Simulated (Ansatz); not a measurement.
Level of theory: DFT PBE, scalar-relativistic, plane waves, PAW (Ansatz 0.2.0). All cells share a 420 eV cutoff and Γ-centred k meshes spaced at most about 0.3 Å⁻¹ (about 0.25 or finer for metals, 2π included). No spin polarisation.

All energies are static (0 K, no zero-point motion).

Two forms of SiGe5 were relaxed alike.

A.

```xyz
6
Lattice="2.9956 0.0000 0.0000 -1.4978 2.5942 0.0000 0.0000 0.0000 14.3510" Properties=species:S:1:pos:R:3 pbc="T T T"
Si    0.0000    0.0000    0.0000
Ge    0.0000    1.7295    2.2374
Ge    0.0000    1.7295    7.1755
Ge    0.0000    1.7295   12.1137
Ge    0.0000    0.0000    4.7265
Ge    0.0000    0.0000    9.6245
```

B.

```xyz
6
Lattice="3.0256 0.0000 0.0000 -1.5128 2.6203 0.0000 0.0000 0.0000 14.3418" Properties=species:S:1:pos:R:3 pbc="T T T"
Si    0.0000    0.0000    0.0000
Ge    0.0000    1.7468   12.1796
Ge    1.5128    0.8734    9.5246
Ge    0.0000    0.0000    7.1709
Ge    0.0000    1.7468    4.8172
Ge    1.5128    0.8734    2.1622
```

Problem. Which is lower in energy, and by how much?

Solution. They are level within the accuracy (1 meV/atom apart, with A the lower in these runs). A has Si and Ge ordered on hcp sites, space group P-6m2 (No. 187), 18.6 Å³/atom and no gap on its mesh; B has Si and Ge ordered on fcc sites, space group P-3m1 (No. 164), 19.0 Å³/atom and no gap. Counting Ge atoms around Si (those within 1.25 times the shortest such distance or 1.15 times the sum of covalent radii; the shortest distance is added where it is long for a bond), A and B both have Si 6 from 2.8 Å. Even the lower one lies +0.38 eV/atom against the reference forms of the elements (uncorrected), so neither is stable at this level. Both come from invented guesses.

The k mesh leaves some 4 meV/atom of noise in the energy of each metallic cell. Weakly bound directions are ill-defined at this level, which has no dispersion term (P-3m1), and this can change margins and order among such cells. Cells relaxed within their symmetry can be saddle points.
